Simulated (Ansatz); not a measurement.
# A convergence test on BaS (Fm-3m): wavefunction cutoff

Wanted: the cheapest wavefunction cutoff that holds the PBE gap of BaS (Fm-3m).

Program: Ansatz 0.2.0. Level of theory: DFT, PBE, plane waves, PAW; PAW set soft_1. Results are calculated unless marked as measured.

This is a report of a sequence of runs, with most program output left out.

### Step 1. Set-up

It takes space group Fm-3m (No. 225, cubic). The conventional cell has a = 6.388 Å, b = 6.388 Å, c = 6.388 Å, α = 90.00°, β = 90.00°, γ = 90.00°. Nearest to Ba lie 6 S at 3.19 Å. Nearest to S lie 6 Ba at 3.19 Å. Farther neighbours and most contacts between anions are not listed.

Structure file:

```cif
data_structure
_symmetry_space_group_name_H-M 'Fm-3m'
_symmetry_Int_Tables_number 225
_cell_length_a 6.3875
_cell_length_b 6.3875
_cell_length_c 6.3875
_cell_angle_alpha 90.000
_cell_angle_beta 90.000
_cell_angle_gamma 90.000
_cell_volume 260.61
loop_
_atom_site_label
_atom_site_type_symbol
_atom_site_symmetry_multiplicity
_atom_site_Wyckoff_symbol
_atom_site_fract_x
_atom_site_fract_y
_atom_site_fract_z
_atom_site_occupancy
Ba1 Ba 4 a 0.00000 0.00000 0.00000 1
S1 S 4 b 0.50000 0.00000 0.00000 1
```

The cell and positions come from the Crystallography Open Database and are kept as given unless a step says otherwise. Spin-orbit coupling is left out unless a step names it.

### Step 2. Wavefunction cutoff: 190 eV

Input file input.yaml:

```yaml
crystal:
  lattice:
    - [0.0, 3.19375, 3.19375]
    - [3.19375, 0.0, 3.19375]
    - [3.19375, 3.19375, 0.0]
  atoms:
    - { symbol: Ba, position: [0.0, 0.0, 0.0] }
    - { symbol: S, position: [0.5, 0.5, 0.5] }
kpoints:
  mp_grid: { grid: [6, 6, 6] }
  band_path:
    path:
      - [0.0, 0.0, 0.0]
      - [0.5, 0.0, 0.5]
      - [0.625, 0.25, 0.625]
      - [0.375, 0.375, 0.75]
      - [0.5, 0.5, 0.5]
      - [0.5, 0.25, 0.75]
    npoints: 1
hamiltonian:
  xc: pbe
  pseudopotentials: { kind: paw, azcp: { folder: soft_1 } }
scf:
  occupations: { method: fermi_dirac, width: 0.02 }
  n_extra_bands: 4
  max_iter: 80
output:
  eigenvalues: true
basis:
  ecutwfc: 190.0
```

On the command line:

```console
$ ansatz run input.yaml --threads 24 --pin off --max-ram 82944MiB --backend cuda --events-out ev --progress --plain --runs-dir out --devices 1 --max-vram 78GiB
```

It took 1.5 s on 1 × NVIDIA GB200 (shared by 2 runs) with 24 threads of Arm Neoverse V2, shared host; peak memory 0.97 GiB; 1.8 s of CPU time.

This step gave:

```yaml
gap: 2.285 eV
valence_top_at: Γ
conduction_bottom_at: X
least_direct_gap: 2.390 eV
```

The gap is indirect, with the least direct gap 0.10 eV higher.

### Step 3. Wavefunction cutoff: 290 eV

Edit input.yaml of step 2 so:

```diff
@@ -23,3 +23,3 @@
 scf:
-  occupations: { method: fermi_dirac, width: 0.02 }
+  occupations: { method: fixed }
   n_extra_bands: 4
@@ -29,2 +29,2 @@
 basis:
-  ecutwfc: 190.0
+  ecutwfc: 290.0
```

The job ended after 1.3 s (1 × NVIDIA GB200 (shared by 2 runs) with 24 threads; peak memory 0.97 GiB; 1.8 s of CPU time).

This step gave:

| Property | Result |
| --- | --- |
| gap | 2.210 eV |
| valence top at | Γ |
| conduction bottom at | X |
| least direct gap | 2.316 eV |

The gap is 2.210 eV, −0.075 eV from the run before at this level.

### Step 4. Wavefunction cutoff: 420 eV (the default)

input.yaml, the sections that differ from step 3:

```yaml
kpoints:
  mp_grid: { grid: [6, 6, 6] }
  band_path:
    path:
      - [[0.0, 0.0, 0.0], [0.5, 0.0, 0.5], [0.625, 0.25, 0.625]]
      - [[0.375, 0.375, 0.75], [0.0, 0.0, 0.0], [0.5, 0.5, 0.5], [0.5, 0.25, 0.75], [0.5, 0.0, 0.5]]
    npoints: 10
scf:
  occupations: { method: fermi_dirac, width: 0.02 }
  n_extra_bands: 4
# crystal, hamiltonian, output: as in step 3
# basis: removed
```

The job ended after 1.1 s (1 × NVIDIA GB200 (shared by 2 runs) with 24 threads; peak memory 1.1 GiB).

Numbers from this step:

| Item | Value |
| --- | --- |
| gap | 2.206 eV |
| valence top at | Γ |
| conduction bottom at | X |
| least direct gap | 2.311 eV |

The gap is 2.206 eV, −0.004 eV from the run before at this level.

### Step 5. Wavefunction cutoff: 630 eV

input.yaml, the sections that differ from step 4:

```yaml
kpoints:
  mp_grid: { grid: [6, 6, 6] }
  band_path:
    path:
      - [0.0, 0.0, 0.0]
      - [0.5, 0.0, 0.5]
      - [0.625, 0.25, 0.625]
      - [0.375, 0.375, 0.75]
      - [0.5, 0.5, 0.5]
      - [0.5, 0.25, 0.75]
    npoints: 1
scf:
  occupations: { method: fixed }
  n_extra_bands: 4
  max_iter: 80
basis:
  ecutwfc: 630.0
# crystal, hamiltonian, output: as in step 4
```

Elapsed: 1.3 s, on 1 × NVIDIA GB200 (shared by 2 runs) with 24 threads; peak memory 1 GiB; 1.7 s of CPU time.

Numbers from this step:

```yaml
gap: 2.206 eV
valence_top_at: Γ
conduction_bottom_at: X
least_direct_gap: 2.311 eV
```

The gap is 2.206 eV, +0.001 eV from the run before at this level.

### Step 6. The series

Differences are against the last row; a negative gap means that bands overlap, and a run with a band path holds that path's time. Times are wall times on 1 × NVIDIA GB200 (shared by 2 runs) with 24 threads of Arm Neoverse V2, shared host, good to a factor of about two.

```csv
wavefunction cutoff,gap (eV),direct gap (eV),gap error (eV),energy error (meV/atom),irreducible k,time
190 eV,2.285,2.390,+0.079,+982.7,16,1.5 s
290 eV,2.210,2.316,+0.004,+31.4,16,1.3 s
420 eV,2.206,2.311,−0.001,+0.7,16,1.1 s
630 eV,2.206,2.311,+0.000,+0.0,16,1.3 s
```

### Step 7. Outcome

```yaml
190_ev: 2.285 eV
290_ev: 2.210 eV
420_ev: 2.206 eV
630_ev: 2.206 eV
```

In words: The gap holds to 0.02 eV from 290 eV on. At 190 eV the gap is off by +0.079 eV and the energy by +983 meV/atom.

[Paths, hosts, dates, memory and timing lines, banners, echoed tables and standing remarks are left out of the program output.]

[Logs are printed without paths, hosts, clocks, repeated set-up lines and the standing remarks that a program may print on its own settings, such as how far it seeks lower states.]

[Runs of the session that timed out or met a known fault of the program may be left out.]

[Cells called generated may have been cut or substituted from an entry of the Crystallography Open Database or the Materials Project.]

[Hosts, paths, dates, database ids (printed as entryN), source tags and the programs' standing remarks are cut or masked in the printed files.]
